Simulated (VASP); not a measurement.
# Mg (Fm-3m) in VASP: notebook

The runs below take Mg through single point, with PBE.

Program: VASP 6.6.1. These are calculated values, not measurements. Logs are shortened: lines on timing, memory, paths and dates and some standing lists are left out, and cuts for length are marked.

## 1. The undisturbed crystal

Symmetry: Fm-3m, No. 225, cubic system. The conventional cell has a = 4.489 Å, b = 4.489 Å, c = 4.489 Å, α = 90.00°, β = 90.00°, γ = 90.00°. Around Mg (site symmetry m-3m) lie 12 Mg at 3.17 Å.

This isn't the form of Mg at room conditions, which is hcp.

## 2. Single point, PBE (volume scaled by 0.94)

File INCAR:

```
ALGO     = Normal         # electronic algorithm
EDIFF    = 1E-6           # SCF threshold, eV
ENCUT    = 520            # plane-wave cutoff, eV
GGA      = PE             # functional
ISIF     = 2              # what is computed and relaxed
ISMEAR   = 1              # smearing method
LASPH    = T              # aspherical terms in the spheres
LCHARG   = F              # write CHGCAR
LREAL    = F              # projectors in reciprocal space
LWAVE    = F              # write WAVECAR
NBANDS   = 7              # bands
NELM     = 100            # most SCF steps
PREC     = Accurate       # precision mode
SIGMA    = 0.025          # smearing width, eV
```

File KPOINTS:

```
k-points
0
Gamma
  10 10 10
```

File POSCAR:

```
Mg
1.0
    0.0000000000      2.1984420020      2.1984420020
    2.1984420020      0.0000000000      2.1984420020
    2.1984420020      2.1984420020      0.0000000000
Mg
1
Direct
    0.0000000000      0.0000000000      0.0000000000
```

Potentials or basis: VASP PAW PBE potentials, release 64 (Mg).

Command:

```console
$ cat potpaw_PBE.64/Mg/POTCAR > POTCAR
$ mpirun -np 1 vasp_std > vasp.out
```

OUTCAR:

```text
EDIFF = 1E-6
   ENCUT = 520
   GGA = PE
   ISIF = 2
   ISMEAR = 1
   LASPH = T
   LREAL = F
   NELM = 100
   PREC = Accurate

 ion  position               nearest neighbor table
   1  0.000  0.000  0.000-

  LATTYP: Found a face centered cubic cell.
 ALAT       =     4.3968840040

  Lattice vectors:

 A1 = (   0.0000000000,   2.1984420020,   2.1984420020)
 A2 = (   2.1984420020,   0.0000000000,   2.1984420020)
 A3 = (   2.1984420020,   2.1984420020,   0.0000000000)

Analysis of symmetry for initial positions (statically):
=====================================================================
 Subroutine PRICEL returns:
 Original cell was already a primitive cell.

 Routine SETGRP: Setting up the symmetry group for a
 face centered cubic supercell.

 Subroutine GETGRP returns: Found 48 space group operations
 (whereof 48 operations were pure point group operations)
 out of a pool of 48 trial point group operations.

The static configuration has the point symmetry O_h .

Analysis of symmetry for dynamics (positions and initial velocities):
=====================================================================
 Subroutine PRICEL returns:
 Original cell was already a primitive cell.

 Routine SETGRP: Setting up the symmetry group for a
 face centered cubic supercell.

 Subroutine GETGRP returns: Found 48 space group operations
 (whereof 48 operations were pure point group operations)
 out of a pool of 48 trial point group operations.

The dynamic configuration has the point symmetry O_h .

 Subroutine INISYM returns: Found 48 space group operations
 (whereof 48 operations are pure point group operations),
 and found     1 'primitive' translations

----------------------------------------------------------------------------------------

                                     Primitive cell

  volume of cell :      21.2508

  direct lattice vectors                    reciprocal lattice vectors
     0.000000000  2.198442002  2.198442002    -0.227433792  0.227433792  0.227433792
     2.198442002  0.000000000  2.198442002     0.227433792 -0.227433792  0.227433792
     2.198442002  2.198442002  0.000000000     0.227433792  0.227433792 -0.227433792

  length of vectors
     3.109066495  3.109066495  3.109066495     0.393926882  0.393926882  0.393926882

  position of ions in fractional coordinates (direct lattice)
     0.000000000  0.000000000  0.000000000

[... 70 lines left out ...]
   LNONCOLLINEAR =      F non collinear calculations
   LSORBIT =      F    spin-orbit coupling
   LASPH  =      T    aspherical Exc in radial PAW
   ENCUT  =  520.0 eV  38.22 Ry    6.18 a.u.   5.78  5.78  5.78*2*pi/ulx,y,z
   NELM   =    100;   NELMIN=  2; NELMDL= -5     # of ELM steps
   EDIFF  = 0.1E-05   stopping-criterion for ELM
   LREAL  =      F    real-space projection
   EDIFFG = 0.1E-04   stopping-criterion for IOM
   NSW    =      0    number of steps for IOM
   IBRION =     -1    ionic relax: 0-MD 1-quasi-New 2-CG
   NFREE  =      0    steps in history (QN), initial steepest desc. (CG)
   ISIF   =      2    stress and relaxation
   ISYM   =      2    0-nonsym 1-usesym 2-fastsym
   POTIM  = 0.5000    time-step for ionic-motion
   TEBEG  =    0.0;   TEEND  =   0.0 temperature during run
   PSTRESS=    0.0 pullay stress
   NELECT =       2.0000    total number of electrons
   NUPDOWN=      -1.0000    fix difference up-down
   EMIN   =  10.00;   EMAX   =-10.00  energy-range for DOS
   EFERMI =   0.00;   METHOD = LEGACY
   ISMEAR =     1;   SIGMA  =   0.03  broadening in eV -4-tet -1-fermi 0-gaus
   EFERMI_NEDOS =   21; number of points for ismear=-14 and -15
   IALGO  =     38    algorithm
   IMIX   =      4    mixing-type and parameters
     AMIX     =   0.40;   BMIX     =  1.00
     AMIX_MAG =   1.60;   BMIX_MAG =  1.00
  volume/ion in A,a.u.               =      21.25       143.41
  Fermi-wavevector in a.u.,A,eV,Ry     =   0.744663  1.407209  7.544745  0.554523
  Thomas-Fermi vector in A             =   1.840068
   LORBIT       =      0    0 simple, 1 ext, 2 COOP (PROOUT), +10 PAW based schemes
   GGA     = PE    functional components
   LHFCALC =     F    Hartree Fock is set to
   AEXX    =    0.0000 exact exchange contribution
   IVDW    =     0    specifies the selected vdW correction
   LEPSILON=     F    determine dielectric tensor
   LRPA    =     F    only Hartree local field effects (RPA)
 non-spin polarized calculation
 Methfessel and Paxton  Order N= 1 SIGMA  =   0.03
  energy-cutoff  :      520.00
  volume of cell :       21.25
 maximum number of plane-waves:       588
   NGX = 11   NGY = 11   NGZ = 11

 number of electron       2.0000000 magnetization

 Free energy of the ion-electron system (eV)
  ---------------------------------------------------
  ext. energy  EPLUGINS =         0.00000000
  ---------------------------------------------------
  free energy    TOTEN  =        -1.47674048 eV

  energy without entropy =       -1.47669616  energy(sigma->0) =       -1.47672571

 E-fermi :   3.0756     XC(G=0):  -8.7337

 val. band max:        3.0701910499   @ k =  -0.4000   0.5000   0.1000
 cond. band min:       3.1859260180   @ k =  -0.3000   0.4000   0.1000
 fundamental gap:      0.1157349681
 Fermi energy:         3.0756050826

 k-point     1 :       0.0000    0.0000    0.0000
  band No.  band energies     occupation
      1      -4.2224      2.00000
      2      15.8851      0.00000
      3      15.8851      0.00000
      4      15.8851      0.00000
      5      18.2383      0.00000
      6      18.2383      0.00000
      7      18.2930      0.00000
[... 221 lines left out ...]
 k-point    24 :       0.4000    0.3000    0.0000
  band No.  band energies     occupation
      1      -0.3276      2.00000
      2       8.0221      0.00000
      3       8.6467      0.00000
      4      11.0989      0.00000
      5      11.9019      0.00000
      6      15.4759      0.00000
      7      24.1352      0.00000

 [... further k-points ...]
[... 5 lines left out ...]
  --------------------------------------------------------------------------------------
  -------------------------------------------------------------------------------------
  Total        0.4550387      0.4550387      0.4550387     -0.0000000      0.0000000      0.0000000
  in kB       34.3070895     34.3070895     34.3070895     -0.0000000      0.0000000      0.0000000
  external PRESSURE =      34.3070895 kB  Pullay stress =       0.0000000 kB

 VOLUME and BASIS-vectors are now :
 -----------------------------------------------------------------------------
  energy-cutoff  :      520.00
  volume of cell :       21.25
      direct lattice vectors                 reciprocal lattice vectors
     0.000000000  2.198442002  2.198442002    -0.227433792  0.227433792  0.227433792
     2.198442002  0.000000000  2.198442002     0.227433792 -0.227433792  0.227433792
     2.198442002  2.198442002  0.000000000     0.227433792  0.227433792 -0.227433792

 POSITION                                       TOTAL-FORCE (eV/Angst)
 -----------------------------------------------------------------------------------
      0.00000      0.00000      0.00000        -0.000000      0.000000      0.000000
 -----------------------------------------------------------------------------------
    total drift:                               -0.000000      0.000000      0.000000

  FREE ENERGIE OF THE ION-ELECTRON SYSTEM (eV)
  ---------------------------------------------------
  free  energy   TOTEN  =        -1.4767404813 eV

  energy  without entropy=       -1.4766961630  energy(sigma->0) =       -1.47672571
```

OSZICAR:

```text
N       E                     dE             d eps       ncg     rms          rms(c)
DAV:   1    -0.746051866472E+00   -0.74605E+00   -0.91459E+02   721   0.207E+02
DAV:   2    -0.148147498981E+01   -0.73542E+00   -0.71961E+00   826   0.118E+01
DAV:   3    -0.148433001975E+01   -0.28550E-02   -0.28546E-02   938   0.878E-01
DAV:   4    -0.148433240439E+01   -0.23846E-05   -0.23849E-05   952   0.188E-02
DAV:   5    -0.148433240715E+01   -0.27530E-08   -0.27483E-08   910   0.429E-04    0.642E-01
DAV:   6    -0.148056742929E+01    0.37650E-02   -0.33140E-04   847   0.110E-01    0.410E-01
DAV:   7    -0.147673747548E+01    0.38300E-02   -0.13214E-03   819   0.189E-01    0.226E-02
DAV:   8    -0.147674064157E+01   -0.31661E-05   -0.83743E-06  1029   0.165E-02    0.469E-03
DAV:   9    -0.147674048132E+01    0.16026E-06   -0.51872E-07   798   0.300E-03
   1 F= -.14767405E+01 E0= -.14767257E+01  d E =-.443183E-04
```

stdout:

```text
POSCAR found type information on POSCAR Mg
 POSCAR found :  1 types and       1 ions
 scaLAPACK will be used
 LDA part: xc-table for (Slater+PW92), standard interpolation
 POSCAR, INCAR and KPOINTS ok, starting setup
 FFT: planning ... GRIDC
 FFT: planning ... GRID_SOFT
 FFT: planning ... GRID
 WAVECAR not read
 entering main loop
```

Wall time 3.7 s (1 thread of Intel Xeon Platinum 8488C (Sapphire Rapids), shared host); peak memory 0.13 GiB.

Results:

```
Free energy            : -1.4767 eV
Pressure               : 3.4 GPa
Band gap on the k mesh : none (metal or under the smearing width)
```

Levels at points of the mesh, in eV from the Fermi level:
| k point | band 1 | band 2 | band 3 | band 4 |
| --- | --- | --- | --- | --- |
| (0.00, 0.00, 0.00) | -7.30 | 12.81 | 12.81 | 12.81 |
| (0.50, 0.00, 0.00) | -1.87 | -1.32 | 11.65 | 11.65 |
| (0.50, 0.50, 0.00) | -0.28 | 0.80 | 6.20 | 7.32 |

## 3. Single point, PBE (volume scaled by 1.02)

File INCAR:

```
SYSTEM = Mg
PREC = Accurate
ENCUT = 520
EDIFF = 1E-7
ISMEAR = 1
SIGMA = 0.025
LREAL = .False.
LASPH = .True.
NELM = 60
ALGO = Normal
ISIF = 2
LWAVE = .False.
LCHARG = .False.
GGA = PE
NBANDS = 7
```

File KPOINTS:

```
regular mesh
0
Gamma
  10 10 10
  0 0 0
```

File POSCAR:

```
Mg
1.0
    0.0000000000      2.2591190557      2.2591190557
    2.2591190557      0.0000000000      2.2591190557
    2.2591190557      2.2591190557      0.0000000000
Mg
1
Direct
    0.0000000000      0.0000000000      0.0000000000
```

Potentials or basis: VASP PAW PBE potentials, release 64 (Mg).

Command:

```console
$ cat potpaw_PBE.64/Mg/POTCAR > POTCAR
$ mpirun -np 1 vasp_std > vasp.out
```

Run time: 3.9 s. Hardware: 1 thread of Intel Xeon Platinum 8488C (Sapphire Rapids), shared host; peak memory 0.13 GiB.

Results (log left out):

| Quantity | Value |
| --- | --- |
| Free energy | -1.4946 eV |
| Pressure | -0.1 GPa |
| Band gap on the k mesh | none (metal or under the smearing width) |

Levels at points of the mesh, in eV from the Fermi level:
```tsv
k point	band 1	band 2	band 3	band 4	band 5
(0.00, 0.00, 0.00)	-6.95	12.28	12.28	12.28	14.19
(0.50, 0.00, 0.00)	-1.75	-1.34	11.19	11.19	11.99
(0.50, 0.50, 0.00)	-0.27	0.74	6.03	6.87	6.87
```
